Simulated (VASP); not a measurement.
# Which native defect does AlFe form most easily?, part 3 of 8

Which native defect is cheapest in AlFe, and how does that change with the growth condition? The start is a cell from a database of measured crystal structures.

VASP 6.6.1, plane waves and PAW; the level of theory is named at each step.

So far. Step 2 (The host at zero pressure): The run ended after 3 ionic steps, 0.061 eV below its first step, once forces and stress met EDIFFG = -0.02. Step 3 (Relax the host again, on a new basis): The start already met the threshold, so nothing moved.

**4. The perfect supercell**

This step: PBEsol, spin-polarised from a ferromagnetic start; plane waves and PAW (Fe, Al) (VASP 6.6.1).

System of this step: AlFe. The cell holds 54 atoms: 27 Fe and 27 Al. Its edges and angles: a = 8.534 Å, b = 8.534 Å, c = 8.534 Å, α = 90.0°, β = 90.0°, γ = 90.0°. It derives from AlFe.

The same cell, mesh and cutoff without the defect give the energy to subtract and, in a gapped host, the band edges to count from, so that most errors cancel.

File INCAR:

```
SYSTEM = AlFe
PREC = Normal
ENCUT = 300
EDIFF = 1E-05
NELM = 120
ISMEAR = 1
SIGMA = 0.2
LREAL = Auto
ALGO = Fast
GGA = PS
NBANDS = 239
ISPIN = 2
MAGMOM = 3 3 3 3 3 3 3 3 3 3 3 3 3 3 3 3 3 3 3 3 3 3 3 3 3 3 3 0 0 0 0 0 0 0 0 0 0 0 0 0 0 0 0 0 0 0 0 0 0 0 0 0 0 0
LASPH = .TRUE.
LMAXMIX = 4
LORBIT = 11
LWAVE = .FALSE.
LCHARG = .FALSE.
KPAR = 4
NCORE = 2
```

File POSCAR:

```
AlFe
1.0
    8.5337404122      0.0000000000      0.0000000000
    0.0000000000      8.5337404122      0.0000000000
    0.0000000000      0.0000000000      8.5337404122
Fe Al
27 27
Direct
    0.1666666667      0.1666666667      0.1666666667
    0.1666666667      0.1666666667      0.5000000000
    0.1666666667      0.1666666667      0.8333333333
    0.1666666667      0.5000000000      0.1666666667
    0.1666666667      0.5000000000      0.5000000000
    0.1666666667      0.5000000000      0.8333333333
    0.1666666667      0.8333333333      0.1666666667
    0.1666666667      0.8333333333      0.5000000000
    0.1666666667      0.8333333333      0.8333333333
    0.5000000000      0.1666666667      0.1666666667
    0.5000000000      0.1666666667      0.5000000000
    0.5000000000      0.1666666667      0.8333333333
    0.5000000000      0.5000000000      0.1666666667
    0.5000000000      0.5000000000      0.5000000000
    0.5000000000      0.5000000000      0.8333333333
    0.5000000000      0.8333333333      0.1666666667
    0.5000000000      0.8333333333      0.5000000000
    0.5000000000      0.8333333333      0.8333333333
    0.8333333333      0.1666666667      0.1666666667
    0.8333333333      0.1666666667      0.5000000000
    0.8333333333      0.1666666667      0.8333333333
    0.8333333333      0.5000000000      0.1666666667
    0.8333333333      0.5000000000      0.5000000000
    0.8333333333      0.5000000000      0.8333333333
    0.8333333333      0.8333333333      0.1666666667
    0.8333333333      0.8333333333      0.5000000000
    0.8333333333      0.8333333333      0.8333333333
    0.0000000000      0.0000000000      0.0000000000
    0.0000000000      0.0000000000      0.3333333333
    0.0000000000      0.0000000000      0.6666666667
    0.0000000000      0.3333333333      0.0000000000
    0.0000000000      0.3333333333      0.3333333333
    0.0000000000      0.3333333333      0.6666666667
    0.0000000000      0.6666666667      0.0000000000
    0.0000000000      0.6666666667      0.3333333333
    0.0000000000      0.6666666667      0.6666666667
    0.3333333333      0.0000000000      0.0000000000
    0.3333333333      0.0000000000      0.3333333333
    0.3333333333      0.0000000000      0.6666666667
    0.3333333333      0.3333333333      0.0000000000
    0.3333333333      0.3333333333      0.3333333333
    0.3333333333      0.3333333333      0.6666666667
    0.3333333333      0.6666666667      0.0000000000
    0.3333333333      0.6666666667      0.3333333333
    0.3333333333      0.6666666667      0.6666666667
    0.6666666667      0.0000000000      0.0000000000
    0.6666666667      0.0000000000      0.3333333333
    0.6666666667      0.0000000000      0.6666666667
    0.6666666667      0.3333333333      0.0000000000
    0.6666666667      0.3333333333      0.3333333333
    0.6666666667      0.3333333333      0.6666666667
    0.6666666667      0.6666666667      0.0000000000
    0.6666666667      0.6666666667      0.3333333333
    0.6666666667      0.6666666667      0.6666666667
```

File KPOINTS:

```
Automatic mesh
0
Monkhorst-Pack
3 3 3
0 0 0
```

Potentials, in the order of the species: Fe and Al (PBE family, release 64).

The run is started by

```
mpirun -np 8 vasp_std
```

The program printed:

```text
[banner, memory and clock lines left out]
running    8 mpi-ranks, on    1 nodes
 distrk:  each k-point on    2 cores,    4 groups
 distr:  one band on    2 cores,    1 groups

 POSCAR found type information on POSCAR FeAl
 POSCAR found :  2 types and      54 ions
 [... a notice as in an earlier step ...]

 LDA part: xc-table for (Slater+PW92), standard interpolation
 POSCAR, INCAR and KPOINTS ok, starting setup
 FFT: planning ... GRIDC
 FFT: planning ... GRID_SOFT
 FFT: planning ... GRID
 WAVECAR not read
 entering main loop
       N       E                     dE             d eps       ncg     rms          rms(c)
DAV:   1     0.172353098447E+04    0.17235E+04   -0.76477E+04  3824   0.865E+02
DAV:   2    -0.232712362023E+03   -0.19562E+04   -0.18119E+04  3824   0.270E+02
DAV:   3    -0.404290670559E+03   -0.17158E+03   -0.14623E+03  4039   0.945E+01
DAV:   4    -0.413206513136E+03   -0.89158E+01   -0.86393E+01  4936   0.226E+01
DAV:   5    -0.413418624018E+03   -0.21211E+00   -0.21160E+00  5160   0.317E+00    0.847E+01
RMM:   6    -0.442009350449E+03   -0.28591E+02   -0.77891E+02  4058   0.916E+01    0.878E+01
RMM:   7    -0.368282256761E+03    0.73727E+02   -0.25992E+02  3824   0.580E+01    0.208E+01
RMM:   8    -0.370156040935E+03   -0.18738E+01   -0.39391E+00  4185   0.395E+00    0.116E+01
RMM:   9    -0.370618931875E+03   -0.46289E+00   -0.52314E-01  4260   0.170E+00    0.791E+00
RMM:  10    -0.370866679034E+03   -0.24775E+00   -0.43681E-01  4311   0.152E+00    0.212E+00
RMM:  11    -0.370855898371E+03    0.10781E-01   -0.13134E-01  4497   0.614E-01    0.996E-01
RMM:  12    -0.370857451921E+03   -0.15535E-02   -0.47519E-02  4497   0.316E-01    0.556E-01
RMM:  13    -0.370857886170E+03   -0.43425E-03   -0.59803E-03  4884   0.150E-01    0.247E-01
RMM:  14    -0.370857925196E+03   -0.39026E-04   -0.12606E-03  4697   0.607E-02    0.153E-01
RMM:  15    -0.370857925396E+03   -0.20023E-06   -0.32915E-04  4281   0.411E-02    0.690E-02
RMM:  16    -0.370857938037E+03   -0.12641E-04   -0.74671E-05  3800   0.179E-02    0.299E-02
RMM:  17    -0.370857935605E+03    0.24322E-05   -0.12372E-05  2630   0.833E-03
   1 F= -.37085794E+03 E0= -.37089082E+03  d E =0.986520E-01  mag=    16.1709
```

Run time: 56 s. Hardware: 8 MPI ranks of Intel Xeon 6975P-C (Granite Rapids), shared host; peak memory 2.7 GiB; 6.2 min of CPU time.

OUTCAR, selected parts (step 4):

```text
  LATTYP: Found a simple cubic cell.
 ALAT       =     8.5337404122

The static configuration has the point symmetry O_h .

 Found      4 irreducible k-points:

   k-points           NKPTS =      4   k-points in BZ     NKDIM =      4   number of bands    NBANDS=    239

   dimension x,y,z NGX =    36 NGY =   36 NGZ =   36
   dimension x,y,z NGXF=    72 NGYF=   72 NGZF=   72

   ENCUT  =  300.0 eV  22.05 Ry    4.70 a.u.  12.05 12.05 12.05*2*pi/ulx,y,z

   NELECT =     297.0000    total number of electrons

 E-fermi :   8.1847

 spin component 1
 k-point     1 :       0.0000    0.0000    0.0000
  band No.  band energies     occupation
    ...
    158       8.0201      0.99574
    159       8.0201      0.99574
    160       8.0201      0.99574
    161       8.0201      0.99574
    162       8.0201      0.99574
    163       9.6484     -0.00000
    164       9.6484     -0.00000
    165       9.6484     -0.00000
    166       9.6484     -0.00000
    167       9.6484     -0.00000
    ...

 k-point     2 :       0.3333    0.0000    0.0000
  band No.  band energies     occupation
    ...
    154       7.8991      1.03070
    155       7.8991      1.03070
    156       7.9383      1.03545
    157       7.9765      1.02890
    158       8.0489      0.95246
    159       8.5910     -0.00721
    160       8.5910     -0.00721
    161       8.5910     -0.00721
    162       8.5910     -0.00721
    163       9.1131     -0.00000
    ...

 k-point     3 :       0.3333    0.3333    0.0000
  band No.  band energies     occupation
    ...
    154       7.9307      1.03516
    155       8.1134      0.78172
    156       8.1134      0.78172
    157       8.1134      0.78171
    158       8.1134      0.78171
    159       8.4889     -0.02670
    160       8.4889     -0.02670
    161       8.8554     -0.00001
    162       9.1822     -0.00000
    163       9.1822     -0.00000
    ...

 k-point     4 :       0.3333    0.3333    0.3333
  band No.  band energies     occupation
    ...
    150       7.7694      1.00619
    151       7.8007      1.01026
    152       7.8007      1.01026
    153       7.8007      1.01026
    154       8.2403      0.27464
    155       8.2403      0.27464
    156       8.2403      0.27463
    157       8.3823     -0.02382
    158       8.3823     -0.02382
    159       8.3823     -0.02382
    ...

  Total       -0.1381026     -0.1381026     -0.1381026      0.0000000      0.0000000     -0.0000000
  in kB       -0.3560362     -0.3560362     -0.3560362      0.0000000      0.0000000     -0.0000000
  external PRESSURE =      -0.3560362 kB  Pullay stress =       0.0000000 kB

  energy-cutoff  :      300.00
  volume of cell :      621.47
      direct lattice vectors                 reciprocal lattice vectors
     8.533740412  0.000000000  0.000000000     0.117181910  0.000000000  0.000000000
     0.000000000  8.533740412  0.000000000     0.000000000  0.117181910  0.000000000
     0.000000000  0.000000000  8.533740412     0.000000000  0.000000000  0.117181910

 POSITION                                       TOTAL-FORCE (eV/Angst)
 -----------------------------------------------------------------------------------
      1.42229      1.42229      1.42229        -0.000000     -0.000000     -0.000000
      1.42229      1.42229      4.26687         0.000000     -0.000000     -0.000000
      1.42229      1.42229      7.11145         0.000000     -0.000000      0.000000
      1.42229      4.26687      1.42229         0.000000     -0.000000     -0.000000
      1.42229      4.26687      4.26687         0.000000      0.000000     -0.000000
      1.42229      4.26687      7.11145        -0.000000      0.000000      0.000000
      1.42229      7.11145      1.42229        -0.000000     -0.000000     -0.000000
      1.42229      7.11145      4.26687        -0.000000     -0.000000     -0.000000
      1.42229      7.11145      7.11145         0.000000     -0.000000      0.000000
      4.26687      1.42229      1.42229        -0.000000      0.000000     -0.000000
      4.26687      1.42229      4.26687        -0.000000     -0.000000      0.000000
      4.26687      1.42229      7.11145        -0.000000      0.000000     -0.000000
      4.26687      4.26687      1.42229        -0.000000     -0.000000     -0.000000
      4.26687      4.26687      4.26687        -0.000000      0.000000     -0.000000
      4.26687      4.26687      7.11145        -0.000000      0.000000      0.000000
      4.26687      7.11145      1.42229        -0.000000     -0.000000     -0.000000
      4.26687      7.11145      4.26687        -0.000000     -0.000000     -0.000000
      4.26687      7.11145      7.11145        -0.000000      0.000000      0.000000
      7.11145      1.42229      1.42229        -0.000000      0.000000      0.000000
      7.11145      1.42229      4.26687        -0.000000     -0.000000      0.000000
      7.11145      1.42229      7.11145        -0.000000     -0.000000     -0.000000
      7.11145      4.26687      1.42229        -0.000000     -0.000000     -0.000000
      7.11145      4.26687      4.26687        -0.000000      0.000000     -0.000000
      7.11145      4.26687      7.11145        -0.000000     -0.000000      0.000000
      7.11145      7.11145      1.42229        -0.000000     -0.000000      0.000000
      7.11145      7.11145      4.26687        -0.000000     -0.000000      0.000000
      7.11145      7.11145      7.11145        -0.000000      0.000000     -0.000000
      0.00000      0.00000      0.00000        -0.000000      0.000000      0.000000
      0.00000      0.00000      2.84458        -0.000000      0.000000      0.000000
      0.00000      0.00000      5.68916        -0.000000      0.000000      0.000000
      0.00000      2.84458      0.00000        -0.000000      0.000000      0.000000
      0.00000      2.84458      2.84458        -0.000000      0.000000      0.000000
      0.00000      2.84458      5.68916        -0.000000      0.000000      0.000000
      0.00000      5.68916      0.00000        -0.000000      0.000000      0.000000
      0.00000      5.68916      2.84458        -0.000000      0.000000      0.000000
      0.00000      5.68916      5.68916        -0.000000      0.000000     -0.000000
      2.84458      0.00000      0.00000        -0.000000      0.000000      0.000000
      2.84458      0.00000      2.84458        -0.000000      0.000000      0.000000
[...]
-----------------------------------------------------------------------------------
    total drift:                                0.000000      0.000000     -0.000000

  FREE ENERGIE OF THE ION-ELECTRON SYSTEM (eV)
  ---------------------------------------------------
  free  energy   TOTEN  =      -370.8579356050 eV

  energy  without entropy=     -370.9565875772  energy(sigma->0) =     -370.89081960

 total charge
# of ion       s       p       d       tot
------------------------------------------
    1        0.448   0.529   6.507   7.484
    2        0.448   0.529   6.507   7.484
    3        0.448   0.529   6.507   7.484
    4        0.448   0.529   6.507   7.484
    5        0.448   0.529   6.507   7.484
    6        0.448   0.529   6.507   7.484
    7        0.448   0.529   6.507   7.484
    8        0.448   0.529   6.507   7.484
    9        0.448   0.529   6.507   7.484
   10        0.448   0.529   6.507   7.484
   11        0.448   0.529   6.507   7.484
   12        0.448   0.529   6.507   7.484
   13        0.448   0.529   6.507   7.484
   14        0.448   0.529   6.507   7.484
   15        0.448   0.529   6.507   7.484
   16        0.448   0.529   6.507   7.484
   17        0.448   0.529   6.507   7.484
   18        0.448   0.529   6.507   7.484
   19        0.448   0.529   6.507   7.484
   20        0.448   0.529   6.507   7.484
   21        0.448   0.529   6.507   7.484
   22        0.448   0.529   6.507   7.484
   23        0.448   0.529   6.507   7.484
   24        0.448   0.529   6.507   7.484
   25        0.448   0.529   6.507   7.484
   26        0.448   0.529   6.507   7.484
   27        0.448   0.529   6.507   7.484
   28        0.404   0.456   0.000   0.861
   29        0.404   0.456   0.000   0.861
   30        0.404   0.456   0.000   0.861
   31        0.404   0.456   0.000   0.861
   32        0.404   0.456   0.000   0.861
   33        0.404   0.456   0.000   0.861
   34        0.404   0.456   0.000   0.861
   35        0.404   0.456   0.000   0.861
   36        0.404   0.456   0.000   0.861
   37        0.404   0.456   0.000   0.861
[...]
--------------------------------------------------
tot         23.017  26.595 175.699 225.312

 magnetization (x)
# of ion       s       p       d       tot
------------------------------------------
    1       -0.002   0.002   0.638   0.637
    2       -0.002   0.002   0.638   0.637
    3       -0.002   0.002   0.638   0.637
    4       -0.002   0.002   0.638   0.637
    5       -0.002   0.002   0.638   0.637
    6       -0.002   0.002   0.638   0.637
    7       -0.002   0.002   0.638   0.637
    8       -0.002   0.002   0.638   0.637
    9       -0.002   0.002   0.638   0.637
   10       -0.002   0.002   0.638   0.637
   11       -0.002   0.002   0.638   0.637
   12       -0.002   0.002   0.638   0.637
   13       -0.002   0.002   0.638   0.637
   14       -0.002   0.002   0.638   0.637
   15       -0.002   0.002   0.638   0.637
   16       -0.002   0.002   0.638   0.637
   17       -0.002   0.002   0.638   0.637
   18       -0.002   0.002   0.638   0.637
   19       -0.002   0.002   0.638   0.637
   20       -0.002   0.002   0.638   0.637
   21       -0.002   0.002   0.638   0.637
   22       -0.002   0.002   0.638   0.637
   23       -0.002   0.002   0.638   0.637
   24       -0.002   0.002   0.638   0.637
   25       -0.002   0.002   0.638   0.637
   26       -0.002   0.002   0.638   0.637
   27       -0.002   0.002   0.638   0.637
   28       -0.007  -0.014   0.000  -0.020
   29       -0.007  -0.014   0.000  -0.020
   30       -0.007  -0.014   0.000  -0.020
   31       -0.007  -0.014   0.000  -0.020
   32       -0.007  -0.014   0.000  -0.020
   33       -0.007  -0.014   0.000  -0.020
   34       -0.007  -0.014   0.000  -0.020
   35       -0.007  -0.014   0.000  -0.020
   36       -0.007  -0.014   0.000  -0.020
   37       -0.007  -0.014   0.000  -0.020
[...]
--------------------------------------------------
tot         -0.231  -0.329  17.222  16.661

[... 1 part as in an earlier step ...]

[... 7 further parts left out ...]
```

The magnetic state follows from one typed start and may not be the lowest. The k-mesh is coarse for a metal.

This step gave:

```
electronic cycles                                 : 17
electrons                                         : 297
free energy (TOTEN)                               : -370.8579 eV
energy at zero smearing                           : -370.8908 eV
Fermi energy                                      : 8.185 eV
moment of the cell, from the last line of the log : 16.17 μB
```

Spin moment in the PAW sphere by element, in μB:

| element | atoms | mean | spread (r.m.s.) | least | largest |
| --- | --- | --- | --- | --- | --- |
| Fe | 27 | 0.637 | 0.000 | 0.637 | 0.637 |
| Al | 27 | -0.020 | 0.000 | -0.020 | -0.020 |

The atoms farthest from the mean of their element:

| atom | x, y, z (Å) | spin moment in the PAW sphere (μB) |
| --- | --- | --- |
| Fe1 | 1.42, 1.42, 1.42 | 0.637 |
| Fe2 | 1.42, 1.42, 4.27 | 0.637 |
| Fe3 | 1.42, 1.42, 7.11 | 0.637 |
| Fe4 | 1.42, 4.27, 1.42 | 0.637 |
| Fe5 | 1.42, 4.27, 4.27 | 0.637 |
| Fe6 | 1.42, 4.27, 7.11 | 0.637 |
| Fe7 | 1.42, 7.11, 1.42 | 0.637 |
| Fe8 | 1.42, 7.11, 4.27 | 0.637 |

The host is treated as a metal, as its relaxation found a gap under 0.3 eV or none, and only the neutral defect is run.

(Part 3 of 8 ends here.)

[Lines on the potential files, build, host, timing and source positions are cut from VASP's logs without a mark.]

[Logs are printed without paths, hosts, clocks, repeated set-up lines and the standing remarks that a program may print on its own settings, such as how far it seeks lower states.]

[Hosts, paths, dates, database ids (printed as entryN), source tags and the programs' standing remarks are cut or masked in the printed files.]

[In band tables of VASP the shares of atoms and orbitals are scaled to a sum of 1 inside the atoms' spheres.]

[Runs that stopped without an error message from VASP are left out.]
